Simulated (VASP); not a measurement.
# MgB2 (P3m1) in VASP: single point with PBE

Aim: the single point of MgB2 with PBE.

Everything below comes from runs of VASP 6.6.1. Logs are shortened: lines on timing, memory, paths and dates and some standing lists are left out, and cuts for length are marked.

## Step 1: Starting point

Symmetry: P3m1, No. 156, trigonal system. Conventional cell: a = 3.085 Å, b = 3.085 Å, c = 3.523 Å, α = 90.00°, β = 90.00°, γ = 120.00°. Mg (site symmetry 3m) has 12 B at 2.41 to 2.61 Å as nearest neighbours. Around B (site symmetry 3m) lie 3 B at 1.79 Å. Around B (site symmetry 3m) lie 3 B at 1.79 Å.

## Step 2: Single point, PBE

Contents of INCAR:

```
ALGO = Normal
EDIFF = 1E-6
ENCUT = 520
GGA = PE
ISIF = 2
ISMEAR = -1
LASPH = T
LCHARG = T
LELF = T
LREAL = F
LVHAR = T
LWAVE = F
NBANDS = 11
NELM = 100
PREC = Accurate
SIGMA = 0.05
```

Contents of KPOINTS:

```
k-points
0
Gamma
  5 5 4
```

Contents of POSCAR:

```
MgB2
1.0
    3.0850000000      0.0000000000      0.0000000000
   -1.5425000000      2.6716900000      0.0000000000
    0.0000000000      0.0000000000      3.5230000000
Mg B
1 2
Direct
    0.0000000000      0.0000000000      0.0000000000
    0.3333333333      0.6666666667      0.5400000000
    0.6666666667      0.3333333333      0.5000000000
```

Potentials or basis: VASP PAW PBE potentials, release 64 (Mg, B).

The run is started by

```
cat potpaw_PBE.64/Mg/POTCAR potpaw_PBE.64/B/POTCAR > POTCAR
mpirun -np 1 vasp_std > vasp.out
```

OUTCAR:

```text
EDIFF = 1E-6
   ENCUT = 520
   GGA = PE
   ISIF = 2
   ISMEAR = -1
   LASPH = T
   LREAL = F
   NELM = 100
   PREC = Accurate

 ion  position               nearest neighbor table
   1  0.000  0.000  0.000-   2 2.41   2 2.41   2 2.41   3 2.51   3 2.51   3 2.51   3 2.51   3 2.51
                             3 2.51   2 2.61   2 2.61   2 2.61
   2  0.333  0.667  0.540-   3 1.79   3 1.79   3 1.79   1 2.41   1 2.41   1 2.41   1 2.61   1 2.61
                             1 2.61
   3  0.667  0.333  0.500-   2 1.79   2 1.79   2 1.79   1 2.51   1 2.51   1 2.51   1 2.51   1 2.51
                             1 2.51

  LATTYP: Found a hexagonal cell.
 ALAT       =     3.0850000000
 C/A-ratio  =     1.1419773096

  Lattice vectors:

 A1 = (   3.0850000000,   0.0000000000,   0.0000000000)
 A2 = (  -1.5425000000,   2.6716900000,   0.0000000000)
 A3 = (   0.0000000000,   0.0000000000,   3.5230000000)

Analysis of symmetry for initial positions (statically):
=====================================================================
 Subroutine PRICEL returns:
 Original cell was already a primitive cell.

 Routine SETGRP: Setting up the symmetry group for a
 hexagonal supercell.

 Subroutine GETGRP returns: Found  6 space group operations
 (whereof  6 operations were pure point group operations)
 out of a pool of 24 trial point group operations.

The static configuration has the point symmetry C_3v.

Analysis of symmetry for dynamics (positions and initial velocities):
=====================================================================
 Subroutine PRICEL returns:
 Original cell was already a primitive cell.

 Routine SETGRP: Setting up the symmetry group for a
 hexagonal supercell.

 Subroutine GETGRP returns: Found  6 space group operations
 (whereof  6 operations were pure point group operations)
 out of a pool of 24 trial point group operations.

The dynamic configuration has the point symmetry C_3v.

 Subroutine INISYM returns: Found  6 space group operations
 (whereof  6 operations are pure point group operations),
 and found     1 'primitive' translations

----------------------------------------------------------------------------------------

                                     Primitive cell

  volume of cell :      29.0371

  direct lattice vectors                    reciprocal lattice vectors
     3.085000000  0.000000000  0.000000000     0.324149109  0.187147461  0.000000000
    -1.542500000  2.671690000  0.000000000     0.000000000  0.374294922  0.000000000
     0.000000000  0.000000000  3.523000000     0.000000000  0.000000000  0.283848992

  length of vectors
     3.085000000  3.085001411  3.523000000     0.374295093  0.374294922  0.283848992

  position of ions in fractional coordinates (direct lattice)
     0.000000000  0.000000000  0.000000000
     0.333333333  0.666666667  0.540000000
     0.666666667  0.333333333  0.500000000

  ion indices of the primitive-cell ions
   primitive index   ion index
                 1           1
                 2           2
                 3           3

----------------------------------------------------------------------------------------

 KPOINTS: k-points

Automatic generation of k-mesh.
 Grid dimensions read from file:
 generate k-points for:    5    5    4

 Generating k-lattice:

  Cartesian coordinates                     Fractional coordinates (reciprocal lattice)
     0.064829822  0.037429492  0.000000000     0.200000000  0.000000000  0.000000000
     0.000000000  0.074858984  0.000000000     0.000000000  0.200000000  0.000000000
     0.000000000  0.000000000  0.070962248     0.000000000  0.000000000  0.250000000

  Length of vectors
     0.074859019  0.074858984  0.070962248

  Shift w.r.t. Gamma in fractional coordinates (k-lattice)
     0.000000000  0.000000000  0.000000000

 Subroutine IBZKPT returns following result:
 ===========================================

 Found     17 irreducible k-points:

 Following reciprocal coordinates:
            Coordinates               Weight
  0.000000  0.000000  0.000000      1.000000
  0.200000  0.000000  0.000000      6.000000
  0.400000  0.000000  0.000000      6.000000
  0.200000  0.200000  0.000000      6.000000
  0.400000  0.200000  0.000000      6.000000
  0.000000  0.000000  0.250000      2.000000
[... 9 lines left out ...]
  0.200000  0.200000  0.500000      6.000000
  0.400000  0.200000  0.500000      6.000000
   k-points           NKPTS =     17   k-points in BZ     NKDIM =     17   number of bands    NBANDS=     11
   number of dos      NEDOS =    301   number of ions     NIONS =      3
   total plane-waves  NPLWV =  16128
   dimension x,y,z NGX =    24 NGY =   24 NGZ =   28
   dimension x,y,z NGXF=    48 NGYF=   48 NGZF=   56
   ions per type =               1   2
   NGX,Y,Z   is equivalent  to a cutoff of  12.93, 12.93, 13.21 a.u.
   NGXF,Y,Z  is equivalent  to a cutoff of  25.87, 25.87, 26.43 a.u.
 SYSTEM =  unknown system
   PREC   = accura    normal or accurate (medium, high low for compatibility)
   ISTART =      0    job   : 0-new  1-cont  2-samecut
   ICHARG =      2    charge: 1-file 2-atom 10-const
   ISPIN  =      1    spin polarized calculation?
   LNONCOLLINEAR =      F non collinear calculations
   LSORBIT =      F    spin-orbit coupling
   LASPH  =      T    aspherical Exc in radial PAW
   ENCUT  =  520.0 eV  38.22 Ry    6.18 a.u.   5.74  5.74  6.55*2*pi/ulx,y,z
   NELM   =    100;   NELMIN=  2; NELMDL= -5     # of ELM steps
   EDIFF  = 0.1E-05   stopping-criterion for ELM
   LREAL  =      F    real-space projection
   EDIFFG = 0.1E-04   stopping-criterion for IOM
   NSW    =      0    number of steps for IOM
   IBRION =     -1    ionic relax: 0-MD 1-quasi-New 2-CG
   NFREE  =      0    steps in history (QN), initial steepest desc. (CG)
   ISIF   =      2    stress and relaxation
   ISYM   =      2    0-nonsym 1-usesym 2-fastsym
   POTIM  = 0.5000    time-step for ionic-motion
   TEBEG  =    0.0;   TEEND  =   0.0 temperature during run
   PSTRESS=    0.0 pullay stress
   NELECT =       8.0000    total number of electrons
   NUPDOWN=      -1.0000    fix difference up-down
   EMIN   =  10.00;   EMAX   =-10.00  energy-range for DOS
   EFERMI =   0.00;   METHOD = LEGACY
   ISMEAR =    -1;   SIGMA  =   0.05  broadening in eV -4-tet -1-fermi 0-gaus
   EFERMI_NEDOS =   21; number of points for ismear=-14 and -15
   IALGO  =     38    algorithm
   IMIX   =      4    mixing-type and parameters
     AMIX     =   0.40;   BMIX     =  1.00
     AMIX_MAG =   1.60;   BMIX_MAG =  1.00
  volume/ion in A,a.u.               =       9.68        65.32
  Fermi-wavevector in a.u.,A,eV,Ry     =   1.065255  2.013040 15.439456  1.134768
  Thomas-Fermi vector in A             =   2.200800
   LORBIT       =      0    0 simple, 1 ext, 2 COOP (PROOUT), +10 PAW based schemes
   GGA     = PE    functional components
   LHFCALC =     F    Hartree Fock is set to
   AEXX    =    0.0000 exact exchange contribution
   IVDW    =     0    specifies the selected vdW correction
   LEPSILON=     F    determine dielectric tensor
   LRPA    =     F    only Hartree local field effects (RPA)
 non-spin polarized calculation
  energy-cutoff  :      520.00
  volume of cell :       29.04
 maximum number of plane-waves:       806
 NGX is ok and might be reduce to    24
   NGX = 11   NGY = 11   NGZ = 13

 number of electron       8.0000000 magnetization

 Free energy of the ion-electron system (eV)
  ---------------------------------------------------
  ext. energy  EPLUGINS =         0.00000000
  ---------------------------------------------------
  free energy    TOTEN  =       -15.22310024 eV

  energy without entropy =      -15.21744853  energy(sigma->0) =      -15.22027438

 E-fermi :   5.4318     XC(G=0): -10.9126

 val. band max:        5.1294074966   @ k =   0.4000   0.0000   0.5000
 cond. band min:       5.5127833829   @ k =   0.4000   0.2000   0.2500
 fundamental gap:      0.3833758863
 Fermi energy:         5.4317622050

 k-point     1 :       0.0000    0.0000    0.0000
  band No.  band energies     occupation
      1      -7.1549      2.00000
      2       2.3505      2.00000
      3       5.6397      0.03075
      4       5.6397      0.03075
      5       6.7834      0.00000
      6      11.5252      0.00000
      7      11.5252      0.00000
      8      13.3210      0.00000
      9      15.3233      0.00000
     10      17.9228      0.00000
     11      21.4258      0.00000

 k-point     2 :       0.2000    0.0000    0.0000
  band No.  band energies     occupation
      1      -6.4637      2.00000
      2       2.9138      2.00000
      3       3.0214      2.00000
      4       4.4611      2.00000
      5       7.3917      0.00000
      6      10.8483      0.00000
      7      13.1704      0.00000
      8      14.0467      0.00000
      9      14.5040      0.00000
     10      19.1919      0.00000
     11      20.0193      0.00000

 k-point     3 :       0.4000    0.0000    0.0000
  band No.  band energies     occupation
      1      -4.4465      2.00000
      2      -1.1145      2.00000
      3       3.2708      2.00000
      4       4.8108      1.99999
      5       8.5042      0.00000
      6       9.4896      0.00000
      7      10.4592      0.00000
      8      13.1393      0.00000
      9      17.9754      0.00000
     10      18.1471      0.00000
     11      19.1682      0.00000
[... 169 lines left out ...]
 k-point    16 :       0.2000    0.2000    0.5000
  band No.  band energies     occupation
      1      -4.0076      2.00000
      2       0.1188      2.00000
      3       1.5086      2.00000
      4       2.4146      2.00000
      5       6.6457      0.00000
      6      11.2861      0.00000
      7      13.5972      0.00000
      8      14.8600      0.00000
      9      17.2377      0.00000
     10      18.8522      0.00000
     11      20.4788      0.00000

 k-point    17 :       0.4000    0.2000    0.5000
  band No.  band energies     occupation
      1      -1.8704      2.00000
      2      -1.2432      2.00000
      3       1.4576      2.00000
      4       2.2437      2.00000
      5       3.9315      2.00000
      6       9.7754      0.00000
      7      13.7793      0.00000
      8      18.4490      0.00000
      9      18.5917      0.00000
     10      18.7199      0.00000
     11      19.1152      0.00000

------------------------ aborting loop because EDIFF is reached ----------------------------------------

  FORCE on cell =-STRESS in cart. coord.  units (eV):
  Direction    XX          YY          ZZ          XY          YZ          ZX
  --------------------------------------------------------------------------------------
  -------------------------------------------------------------------------------------
  Total       -0.1561457     -0.1561459     -0.2122126      0.0000000     -0.0000000      0.0000000
  in kB       -8.6156252     -8.6156358    -11.7092195      0.0000000     -0.0000000      0.0000000
  external PRESSURE =      -9.6468268 kB  Pullay stress =       0.0000000 kB

 VOLUME and BASIS-vectors are now :
 -----------------------------------------------------------------------------
  energy-cutoff  :      520.00
  volume of cell :       29.04
      direct lattice vectors                 reciprocal lattice vectors
     3.085000000  0.000000000  0.000000000     0.324149109  0.187147461  0.000000000
    -1.542500000  2.671690000  0.000000000     0.000000000  0.374294922  0.000000000
     0.000000000  0.000000000  3.523000000     0.000000000  0.000000000  0.283848992

 POSITION                                       TOTAL-FORCE (eV/Angst)
 -----------------------------------------------------------------------------------
      0.00000      0.00000      0.00000         0.000000      0.000000      0.470364
     -0.00000      1.78113      1.90242         0.000000     -0.000000     -1.563784
      1.54250      0.89056      1.76150        -0.000000      0.000000      1.093420
 -----------------------------------------------------------------------------------
    total drift:                               -0.000000     -0.000000     -0.000067

  FREE ENERGIE OF THE ION-ELECTRON SYSTEM (eV)
  ---------------------------------------------------
  free  energy   TOTEN  =       -15.2231002381 eV

  energy  without entropy=      -15.2174485252  energy(sigma->0) =      -15.22027438
```

Run time: 6.3 s. Hardware: 1 thread of Intel Xeon Platinum 8259CL at 2.50GHz (Skylake/Cascade Lake), shared host; peak memory 0.14 GiB.

Results:

```
Free energy            : -15.2231 eV
Pressure               : -1.0 GPa
Largest force          : 1.564 eV/Å
Band gap on the k mesh : none (metal or under the smearing width)
```

Forces on the atoms (eV/Å):
```
Mg   0.000  0.000  0.470
B    0.000  0.000 -1.564
B    0.000  0.000  1.093
```

Levels at points of the mesh, in eV from the Fermi level:
| k point | band 1 | band 2 | band 3 | band 4 | band 5 | band 6 | band 7 | band 8 | band 9 |
| --- | --- | --- | --- | --- | --- | --- | --- | --- | --- |
| (0.00, 0.00, 0.00) | -12.59 | -3.08 | 0.21 | 0.21 | 1.35 | 6.09 | 6.09 | 7.89 | 9.89 |
| (0.00, 0.00, 0.50) | -11.32 | -7.60 | 0.59 | 0.59 | 6.41 | 6.41 | 7.58 | 9.49 | 10.07 |

Caveat: the k mesh is coarse (spacing up to 0.47 Å⁻¹), so the values aren't converged; forces of over 1 eV/Å show positions far from the minimum, so gaps and moduli don't describe the material at rest.
